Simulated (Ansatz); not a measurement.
Crystal: FeO (Wuestite).

```
CELL_PARAMETERS angstrom
0.00000 2.15540 2.15540
2.15540 0.00000 2.15540
2.15540 2.15540 0.00000
ATOMIC_POSITIONS crystal
Fe 0.00000 0.00000 0.00000
O 0.50000 0.50000 0.50000
```

- Program: Ansatz 0.2.0
- Task: relaxation of cell and atoms
- Functional: LDA
- Potentials or basis: Ansatz PAW
- Cutoff: 420 eV (not typed: the program's choice for these potentials)
- k mesh: 11 × 11 × 11
- Occupations: fermi-dirac, width 0.05 eV
- Spin: collinear spin, ferromagnetic start
- Starting moments: [3.0, 0.0] μB
- Hubbard terms: Fe d U = 6.2 eV

At the start: volume 10.01 Å³/atom.

**Question.** Where does the relaxation end?

**Answer.** It ends after 15 steps and the volume is 9.99 Å³/atom (-0.3 %); space group R-3m (No. 166, to 0.05 Å); moment 4.00 μB per cell.

Step by step:
```tsv
step	energy change (eV)	largest force (eV/Å)	volume (Å³)
1	0.0000	0.0000	20.03
2	-0.0356	0.0000	19.33
3	-0.0419	0.0000	18.95
4	-0.0417	0.0000	18.99
5	-0.0375	0.0000	18.99
6	-0.0377	0.0000	18.95
7	-0.0374	0.0000	18.95
8	-1.1078	0.0000	18.95
9	-1.1448	0.0000	19.55
10	-1.1473	0.0000	19.91
11	-1.1471	0.0000	19.95
12	-1.1550	0.0000	19.95
13	-1.1549	0.0000	19.97
14	-1.1550	0.0000	19.97
15	-1.1550	0.0000	19.97
```

Final structure:
```cif
data_structure
_symmetry_space_group_name_H-M 'P 1'
_symmetry_Int_Tables_number 1
_cell_length_a 3.0062
_cell_length_b 3.0062
_cell_length_c 3.0062
_cell_angle_alpha 61.767
_cell_angle_beta 61.767
_cell_angle_gamma 61.767
_cell_volume 19.97
loop_
_atom_site_label
_atom_site_type_symbol
_atom_site_fract_x
_atom_site_fract_y
_atom_site_fract_z
_atom_site_occupancy
Fe1 Fe 0.00000 0.00000 0.00000 1
O1 O 0.50000 0.50000 0.50000 1
```

Caveat: the magnetic or orbital state may not be the lowest; the electronic state changed during the relaxation; the plane-wave basis is chosen anew once the cell has moved, so the energies of steps on either side of that aren't comparable; the pressure holds a Pulay correction of +0.9 GPa for the finite cutoff; a cell with one magnetic atom can't hold antiferromagnetic order, which such compounds often take; the PAW data sets come from PBE, with cores solved anew for the run's functional, which leaves a small shift of forces and pressure.
